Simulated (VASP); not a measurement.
# PtS2 (C2/m) in VASP: further runs

One crystal, PtS2, is run at these levels: LDA+U; tasks: single point.

Program: VASP 6.6.1. These are calculated values, not measurements. Logs are shortened: lines on timing, memory, paths and dates and some standing lists are left out, and cuts for length are marked.

### 1 Starting point

The structure is monoclinic, space group C2/m (No. 12). Conventional cell: a = 6.233 Å, b = 3.821 Å, c = 4.395 Å, α = 90.00°, β = 90.04°, γ = 90.00°. Around Pt (site symmetry 2/m) lie 6 S at 2.32 to 2.58 Å. Around S (site symmetry m) lie 3 Pt at 2.32 to 2.58 Å.

The cell was built by a generator and isn't the measured one.

### 2 Single point, LDA+U, collinear spin, ferromagnetic start

Input file INCAR:

```
SYSTEM = PtS2
PREC = Accurate ; ENCUT = 520
EDIFF = 1E-6 ; ISMEAR = 0
SIGMA = 0.05 ; LREAL = .FALSE.
LASPH = .TRUE. ; NELM = 80
ALGO = Normal ; ISIF = 2
LWAVE = .FALSE. ; LCHARG = .FALSE.
ISPIN = 2 ; MAGMOM = 0.5 0 0
LORBIT = 11 ; LMAXMIX = 4
LDAU = .TRUE. ; LDAUTYPE = 2
LDAUL = 2 -1 ; LDAUU = 5 0
LDAUJ = 0 0 ; LDAUPRINT = 1
```

Input file KPOINTS:

```
Automatic mesh
0
G
  6 6 4
  0 0 0
```

Input file POSCAR:

```
PtS2
1.0
    3.1165126000     -1.9104842100      0.0000000000
    3.1165126000      1.9104842100      0.0000000000
   -0.0030682400      0.0000000000      4.3949362900
Pt S
1 2
Direct
    0.0000000000      0.0000000000      0.0000000000
    0.6879000000      0.6879000000      0.2889000000
    0.3121000000      0.3121000000      0.7111000000
```

Potentials or basis: VASP PAW LDA potentials, release 64 (Pt, S).

Launch:

```
$ cat potpaw_LDA.64/Pt/POTCAR potpaw_LDA.64/S/POTCAR > POTCAR
$ mpirun -np 1 vasp_std > vasp.out
```

OUTCAR:

```text
SYSTEM = PtS2
   PREC = Accurate
   ENCUT = 520
   EDIFF = 1E-6
   ISMEAR = 0
   LREAL = .FALSE.
   LASPH = .TRUE.
   NELM = 80
   ISIF = 2
   ISPIN = 2
   LORBIT = 11

 ion  position               nearest neighbor table
   1  0.000  0.000  0.000-   2 2.32   3 2.32   2 2.58   2 2.58   3 2.58   3 2.58
   2  0.688  0.688  0.289-   1 2.32   1 2.58   1 2.58   3 2.77   3 2.77
   3  0.312  0.312  0.711-   1 2.32   1 2.58   1 2.58   2 2.77   2 2.77

  LATTYP: Found a base centered monoclinic cell.
 ALAT       =     6.2330252000
 B/A-ratio  =     0.6130198896
 C/A-ratio  =     0.7051050204
 COS(beta)  =    -0.0006981305

  Lattice vectors:

 A1 = (   3.1165126000,  -1.9104842100,   0.0000000000)
 A2 = (   3.1165126000,   1.9104842100,   0.0000000000)
 A3 = (  -0.0030682400,   0.0000000000,   4.3949362900)

Analysis of symmetry for initial positions (statically):
=====================================================================
 Subroutine PRICEL returns:
 Original cell was already a primitive cell.

 Routine SETGRP: Setting up the symmetry group for a
 base centered monoclinic supercell.

 Subroutine GETGRP returns: Found  4 space group operations
 (whereof  4 operations were pure point group operations)
 out of a pool of  4 trial point group operations.

The static configuration has the point symmetry C_2h.

Analysis of symmetry for dynamics (positions and initial velocities):
=====================================================================
 Subroutine PRICEL returns:
 Original cell was already a primitive cell.

 Routine SETGRP: Setting up the symmetry group for a
 base centered monoclinic supercell.

 Subroutine GETGRP returns: Found  4 space group operations
 (whereof  4 operations were pure point group operations)
 out of a pool of  4 trial point group operations.

The dynamic configuration has the point symmetry C_2h.

Analysis of structural, dynamic, and magnetic symmetry:
=====================================================================
 Subroutine PRICEL returns:
 Original cell was already a primitive cell.

 Routine SETGRP: Setting up the symmetry group for a
 base centered monoclinic supercell.

 Subroutine GETGRP returns: Found  4 space group operations
 (whereof  4 operations were pure point group operations)
 out of a pool of  4 trial point group operations.

The overall configuration has the point symmetry C_2h.

 Subroutine INISYM returns: Found  4 space group operations
 (whereof  4 operations are pure point group operations),
 and found     1 'primitive' translations

----------------------------------------------------------------------------------------

                                     Primitive cell

  volume of cell :      52.3353

  direct lattice vectors                    reciprocal lattice vectors
     3.116512600 -1.910484210  0.000000000     0.160435738 -0.261713757  0.000112005
     3.116512600  1.910484210  0.000000000     0.160435738  0.261713757  0.000112005
    -0.003068240  0.000000000  4.394936290     0.000000000  0.000000000  0.227534584

  length of vectors
     3.655489119  3.655489119  4.394937361     0.306975128  0.306975128  0.227534584

  position of ions in fractional coordinates (direct lattice)
     0.000000000  0.000000000  0.000000000
     0.687900000  0.687900000  0.288900000
     0.312100000  0.312100000  0.711100000

  ion indices of the primitive-cell ions
   primitive index   ion index
                 1           1
                 2           2
                 3           3

----------------------------------------------------------------------------------------

 KPOINTS: Automatic mesh

Automatic generation of k-mesh.
 Grid dimensions read from file:
 generate k-points for:    6    6    4

 Generating k-lattice:

  Cartesian coordinates                     Fractional coordinates (reciprocal lattice)
     0.026739290 -0.043618959  0.000018668     0.166666667  0.000000000  0.000000000
     0.026739290  0.043618959  0.000018668     0.000000000  0.166666667  0.000000000
     0.000000000  0.000000000  0.056883646     0.000000000  0.000000000  0.250000000

  Length of vectors
     0.051162521  0.051162521  0.056883646

  Shift w.r.t. Gamma in fractional coordinates (k-lattice)
     0.000000000  0.000000000  0.000000000

[... 43 lines left out ...]
   ICHARG =      2    charge: 1-file 2-atom 10-const
   ISPIN  =      2    spin polarized calculation?
   LNONCOLLINEAR =      F non collinear calculations
   LSORBIT =      F    spin-orbit coupling
   LASPH  =      T    aspherical Exc in radial PAW
   ENCUT  =  520.0 eV  38.22 Ry    6.18 a.u.   6.80  6.80  8.17*2*pi/ulx,y,z
   NELM   =     80;   NELMIN=  2; NELMDL= -5     # of ELM steps
   EDIFF  = 0.1E-05   stopping-criterion for ELM
   LREAL  =      F    real-space projection
   EDIFFG = 0.1E-04   stopping-criterion for IOM
   NSW    =      0    number of steps for IOM
   IBRION =     -1    ionic relax: 0-MD 1-quasi-New 2-CG
   NFREE  =      0    steps in history (QN), initial steepest desc. (CG)
   ISIF   =      2    stress and relaxation
   ISYM   =      2    0-nonsym 1-usesym 2-fastsym
   POTIM  = 0.5000    time-step for ionic-motion
   TEBEG  =    0.0;   TEEND  =   0.0 temperature during run
   PSTRESS=    0.0 pullay stress
   NELECT =      22.0000    total number of electrons
   NUPDOWN=      -1.0000    fix difference up-down
   EMIN   =  10.00;   EMAX   =-10.00  energy-range for DOS
   EFERMI =   0.00;   METHOD = LEGACY
   ISMEAR =     0;   SIGMA  =   0.05  broadening in eV -4-tet -1-fermi 0-gaus
   EFERMI_NEDOS =   21; number of points for ismear=-14 and -15
   IALGO  =     38    algorithm
   IMIX   =      4    mixing-type and parameters
     AMIX     =   0.40;   BMIX     =  1.00
     AMIX_MAG =   1.60;   BMIX_MAG =  1.00
  volume/ion in A,a.u.               =      17.45       117.73
  Fermi-wavevector in a.u.,A,eV,Ry     =   1.226358  2.317481 20.462550  1.503955
  Thomas-Fermi vector in A             =   2.361362
   LORBIT       =     11    0 simple, 1 ext, 2 COOP (PROOUT), +10 PAW based schemes
 LDA+U is selected, type is set to LDAUTYPE =  2
   angular momentum for each species LDAUL =     2   -1
   U (eV)           for each species LDAUU =   5.0  0.0
   J (eV)           for each species LDAUJ =   0.0  0.0
   GGA     = CA    functional components
   LHFCALC =     F    Hartree Fock is set to
   AEXX    =    0.0000 exact exchange contribution
   IVDW    =     0    specifies the selected vdW correction
   LEPSILON=     F    determine dielectric tensor
   LRPA    =     F    only Hartree local field effects (RPA)
 spin polarized calculation
 Gauss-broadening in eV      SIGMA  =   0.05
  energy-cutoff  :      520.00
  volume of cell :       52.34
 maximum number of plane-waves:      1429
   NGX = 13   NGY = 13   NGZ = 17

 number of electron      21.9999995 magnetization       0.0686611

 Free energy of the ion-electron system (eV)
  ---------------------------------------------------
  ext. energy  EPLUGINS =         0.00000000
  ---------------------------------------------------
  free energy    TOTEN  =       -14.41472855 eV

  energy without entropy =      -14.41332498  energy(sigma->0) =      -14.41402676

atom =   1  type =  1  l = 2

 onsite density matrix

spin component  1

  0.8625 -0.0899  0.0000  0.0000  0.0000
 -0.0899  0.8150  0.0000  0.0000  0.0000
  0.0000  0.0000  0.9310  0.0103 -0.0057
  0.0000  0.0000  0.0103  0.7719  0.1172
  0.0000  0.0000 -0.0057  0.1172  0.8457

spin component  2

  0.8624 -0.0900  0.0000  0.0000  0.0000
 -0.0900  0.8149  0.0000  0.0000  0.0000
  0.0000  0.0000  0.9310  0.0103 -0.0057
  0.0000  0.0000  0.0103  0.7719  0.1172
  0.0000  0.0000 -0.0057  0.1172  0.8456

 occupancies and eigenvectors

  o =  0.6853  v =  0.0000  0.0000  0.0000  0.0000  0.0000  0.0000  0.0000  0.0475 -0.8055  0.5907      0.0000  0.0000  0.0000  0.0000  0.0000  0.0000  0.0000  0.0000  0.0000  0.0000
  o =  0.6854  v =  0.0000  0.0000  0.0475 -0.8055  0.5906  0.0000  0.0000  0.0000  0.0000  0.0000      0.0000  0.0000  0.0000  0.0000  0.0000  0.0000  0.0000  0.0000  0.0000  0.0000
  o =  0.7456  v =  0.0000  0.0000  0.0000  0.0000  0.0000 -0.6102 -0.7923  0.0000  0.0000  0.0000      0.0000  0.0000  0.0000  0.0000  0.0000  0.0000  0.0000  0.0000  0.0000  0.0000
  o =  0.7458  v = -0.6102 -0.7923  0.0000  0.0000  0.0000  0.0000  0.0000  0.0000  0.0000  0.0000      0.0000  0.0000  0.0000  0.0000  0.0000  0.0000  0.0000  0.0000  0.0000  0.0000
  o =  0.9301  v =  0.0000  0.0000  0.0000  0.0000  0.0000  0.0000  0.0000 -0.7099  0.3888  0.5873      0.0000  0.0000  0.0000  0.0000  0.0000  0.0000  0.0000  0.0000  0.0000  0.0000
  o =  0.9301  v =  0.0000  0.0000 -0.7101  0.3886  0.5871  0.0000  0.0000  0.0000  0.0000  0.0000      0.0000  0.0000  0.0000  0.0000  0.0000  0.0000  0.0000  0.0000  0.0000  0.0000
  o =  0.9317  v = -0.7923  0.6102  0.0000  0.0000  0.0000  0.0000  0.0000  0.0000  0.0000  0.0000      0.0000  0.0000  0.0000  0.0000  0.0000  0.0000  0.0000  0.0000  0.0000  0.0000
  o =  0.9317  v =  0.0000  0.0000  0.0000  0.0000  0.0000 -0.7923  0.6102  0.0000  0.0000  0.0000      0.0000  0.0000  0.0000  0.0000  0.0000  0.0000  0.0000  0.0000  0.0000  0.0000
  o =  0.9331  v =  0.0000  0.0000  0.0000  0.0000  0.0000  0.0000  0.0000 -0.7027 -0.4472 -0.5534      0.0000  0.0000  0.0000  0.0000  0.0000  0.0000  0.0000  0.0000  0.0000  0.0000
  o =  0.9331  v =  0.0000  0.0000 -0.7025 -0.4473 -0.5535  0.0000  0.0000  0.0000  0.0000  0.0000      0.0000  0.0000  0.0000  0.0000  0.0000  0.0000  0.0000  0.0000  0.0000  0.0000

 number of electron      21.9999995 magnetization       0.0002303

 Free energy of the ion-electron system (eV)
  ---------------------------------------------------
  ext. energy  EPLUGINS =         0.00000000
  ---------------------------------------------------
  free energy    TOTEN  =       -14.26941438 eV

  energy without entropy =      -14.26775802  energy(sigma->0) =      -14.26858620

 E-fermi :   6.9138     XC(G=0): -11.3427

 val. band max:        6.8866538613   @ k =   0.3333   0.3333   0.5000
 cond. band min:       6.9248445115   @ k =   0.3333   0.1667   0.0000
 fundamental gap:      0.0381906502
 Fermi energy:         6.9137710592

 spin component 1

 k-point     1 :       0.0000    0.0000    0.0000
  band No.  band energies     occupation
      1      -8.2108      1.00000
      2      -4.4219      1.00000
      3      -0.2422      1.00000
      4       0.5390      1.00000
      5       0.7577      1.00000
      6       2.6036      1.00000
      7       2.7468      1.00000
      8       4.3763      1.00000
      9       5.6548      1.00000
     10       6.4498      1.00000
     11       6.8791      0.83692
     12       7.4857      0.00000
[... 841 lines left out ...]
      4       0.9112      1.00000
      5       1.5601      1.00000
      6       1.8120      1.00000
      7       2.8099      1.00000
      8       3.3098      1.00000
      9       4.7652      1.00000
     10       5.0432      1.00000
     11       5.9618      1.00000
     12       7.7461      0.00000
     13       9.0179      0.00000
     14      12.4650      0.00000
     15      13.9998      0.00000

 [... further k-points ...]

------------------------ aborting loop because EDIFF is reached ----------------------------------------

  FORCE on cell =-STRESS in cart. coord.  units (eV):
  Direction    XX          YY          ZZ          XY          YZ          ZX
  --------------------------------------------------------------------------------------
  -------------------------------------------------------------------------------------
  Total       -3.7889450     -7.3612125     -3.3697765      0.0000000      0.0000000     -1.8184180
  in kB     -115.9935824   -225.3538696   -103.1612879      0.0000000      0.0000000    -55.6684832
  external PRESSURE =    -148.1695800 kB  Pullay stress =       0.0000000 kB

 VOLUME and BASIS-vectors are now :
 -----------------------------------------------------------------------------
  energy-cutoff  :      520.00
  volume of cell :       52.34
      direct lattice vectors                 reciprocal lattice vectors
     3.116512600 -1.910484210  0.000000000     0.160435738 -0.261713757  0.000112005
     3.116512600  1.910484210  0.000000000     0.160435738  0.261713757  0.000112005
    -0.003068240  0.000000000  4.394936290     0.000000000  0.000000000  0.227534584

 POSITION                                       TOTAL-FORCE (eV/Angst)
 -----------------------------------------------------------------------------------
      0.00000      0.00000      0.00000         0.000000      0.000000      0.000000
      4.28681      0.00000      1.26970        -0.666121      0.000000     -1.215581
      1.94315      0.00000      3.12524         0.666121      0.000000      1.215581
 -----------------------------------------------------------------------------------
    total drift:                               -0.000000     -0.000000      0.000000

  FREE ENERGIE OF THE ION-ELECTRON SYSTEM (eV)
  ---------------------------------------------------
  free  energy   TOTEN  =       -14.2694143779 eV

  energy  without entropy=      -14.2677580177  energy(sigma->0) =      -14.26858620

 total charge

# of ion       s       p       d       tot
------------------------------------------
    1        0.619   0.586   8.389   9.594
    2        1.380   2.163   0.000   3.543
    3        1.380   2.163   0.000   3.543
--------------------------------------------------
tot          3.379   4.913   8.389  16.681

 magnetization (x)

# of ion       s       p       d       tot
------------------------------------------
    1        0.000   0.000   0.000   0.000
    2       -0.000  -0.000   0.000  -0.000
    3       -0.000  -0.000   0.000  -0.000
--------------------------------------------------
tot          0.000  -0.000   0.000   0.000
```

It took 60 s on 1 thread of Intel Xeon Platinum 8259CL at 2.50GHz (Skylake/Cascade Lake), shared host; peak memory 0.2 GiB.

What came out:

| Property | Result |
| --- | --- |
| Free energy | -14.2694 eV |
| Pressure | -14.8 GPa |
| Largest force | 1.386 eV/Å |
| Band gap on the k mesh | none (metal or under the smearing width) |
| Net moment | 0.00 μB per cell |
| Valence electrons inside the program's atomic spheres | Pt 9.59; S 3.54 |

Forces on the atoms (eV/Å):
```
Pt   0.000  0.000  0.000
S   -0.666  0.000 -1.216
S    0.666  0.000  1.216
```

Levels at points of the mesh, in eV from the Fermi level:
Spin up:
```tsv
k point	band 9	band 10	band 11	band 12	band 13	band 14
(0.00, 0.00, 0.00)	-1.26	-0.46	-0.03	0.57	1.12	3.99
(0.50, 0.00, 0.00)	-3.48	-2.73	-2.56	0.37	2.72	6.22
(0.50, 0.50, 0.00)	-3.80	-2.61	-2.39	1.28	2.29	5.50
(0.00, 0.00, 0.50)	-2.34	-1.73	-1.69	2.23	2.50	6.09
(0.50, 0.00, 0.50)	-3.29	-1.96	-0.21	0.36	1.97	5.09
(0.50, 0.50, 0.50)	-3.08	-2.13	-1.45	-0.22	1.55	6.18
```
Spin down:
```
           k point  band 9  band 10  band 11  band 12  band 13  band 14
(0.00, 0.00, 0.00)   -1.26    -0.46    -0.03     0.57     1.12     3.99
(0.50, 0.00, 0.00)   -3.48    -2.72    -2.56     0.37     2.72     6.22
(0.50, 0.50, 0.00)   -3.80    -2.61    -2.39     1.28     2.29     5.50
(0.00, 0.00, 0.50)   -2.34    -1.73    -1.69     2.23     2.50     6.09
(0.50, 0.00, 0.50)   -3.29    -1.96    -0.21     0.36     1.97     5.09
(0.50, 0.50, 0.50)   -3.08    -2.13    -1.45    -0.22     1.55     6.18
```

Eigenvalues of the final occupation matrices:
```tsv
site	spin	trace	eigenvalues
site 1 d	1	4.23	0.69 0.75 0.93 0.93 0.93
site 1 d	2	4.23	0.69 0.75 0.93 0.93 0.93
```

Caveat: forces of over 1 eV/Å show positions far from the minimum, so gaps and moduli don't describe the material at rest. The run has no spin-orbit coupling, so splittings on Pt are missing.

### 3 Single point, LDA+U, collinear spin, zero start

Input file INCAR:

```
SYSTEM = PtS2
PREC = Accurate
ENCUT = 520
EDIFF = 1E-6
ISMEAR = 0
SIGMA = 0.05
LREAL = .FALSE.
LASPH = .TRUE.
NELM = 80
ALGO = Normal
ISIF = 2
LWAVE = .FALSE.
LCHARG = .FALSE.
ISPIN = 2
MAGMOM = 0 0 0
LORBIT = 11
LMAXMIX = 4
LDAU = .TRUE.
LDAUTYPE = 2
LDAUL = 2 -1
LDAUU = 5 0
LDAUJ = 0 0
LDAUPRINT = 1
GGA = CA
```

KPOINTS is that of step 2.

POSCAR is that of step 2.

Potentials or basis: VASP PAW LDA potentials, release 64 (Pt, S).

Launch:

```
$ cat potpaw_LDA.64/Pt/POTCAR potpaw_LDA.64/S/POTCAR > POTCAR
$ mpirun -np 1 vasp_std > vasp.out
```

Wall time 55 s (1 thread of Intel Xeon Platinum 8259CL at 2.50GHz (Skylake/Cascade Lake), shared host); peak memory 0.2 GiB.

Results (log left out):

- Free energy: -14.2694 eV
- Pressure: -14.8 GPa
- Largest force: 1.386 eV/Å
- Band gap on the k mesh: none (metal or under the smearing width)
- Net moment: 0.00 μB per cell
- Valence electrons inside the program's atomic spheres: Pt 9.59; S 3.54

Forces in eV/Å, atoms in the order of the input:
```
Pt   0.000  0.000  0.000
S   -0.666  0.000 -1.215
S    0.666  0.000  1.215
```

Stress tensor (GPa, compression positive):
```
-11.59   0.00  -5.57
  0.00 -22.52   0.00
 -5.57   0.00 -10.30
```

Levels at points of the mesh, in eV from the Fermi level:
Spin up:
```tsv
k point	band 9	band 10	band 11	band 12	band 13	band 14
(0.00, 0.00, 0.00)	-1.26	-0.46	-0.03	0.57	1.12	3.99
(0.50, 0.00, 0.00)	-3.48	-2.73	-2.56	0.37	2.72	6.22
(0.50, 0.50, 0.00)	-3.80	-2.61	-2.39	1.28	2.29	5.50
(0.00, 0.00, 0.50)	-2.34	-1.73	-1.69	2.23	2.50	6.09
(0.50, 0.00, 0.50)	-3.29	-1.96	-0.21	0.36	1.97	5.09
(0.50, 0.50, 0.50)	-3.08	-2.13	-1.45	-0.22	1.55	6.18
```
Spin down:
| k point | band 8 | band 9 | band 10 | band 11 | band 12 | band 13 | band 14 | band 15 |
| --- | --- | --- | --- | --- | --- | --- | --- | --- |
| (0.00, 0.00, 0.00) | -2.54 | -1.26 | -0.46 | -0.03 | 0.57 | 1.12 | 3.99 | 4.90 |
| (0.50, 0.00, 0.00) | -3.59 | -3.48 | -2.73 | -2.56 | 0.37 | 2.72 | 6.22 | 7.46 |
| (0.50, 0.50, 0.00) | -3.93 | -3.80 | -2.61 | -2.39 | 1.28 | 2.29 | 5.50 | 6.52 |
| (0.00, 0.00, 0.50) | -2.64 | -2.34 | -1.73 | -1.69 | 2.23 | 2.50 | 6.09 | 7.14 |
| (0.50, 0.00, 0.50) | -3.36 | -3.29 | -1.96 | -0.21 | 0.36 | 1.97 | 5.09 | 5.49 |
| (0.50, 0.50, 0.50) | -3.92 | -3.08 | -2.13 | -1.45 | -0.22 | 1.55 | 6.18 | 6.34 |

Eigenvalues of the final occupation matrices:
| site | spin | trace | eigenvalues |
| --- | --- | --- | --- |
| site 1 d | 1 | 4.23 | 0.69 0.75 0.93 0.93 0.93 |
| site 1 d | 2 | 4.23 | 0.69 0.75 0.93 0.93 0.93 |

Caveat: forces of over 1 eV/Å show positions far from the minimum, so gaps and moduli don't describe the material at rest. Spin-orbit coupling is left out, which matters for the levels of Pt.

(Continued in part 2 of 2.)
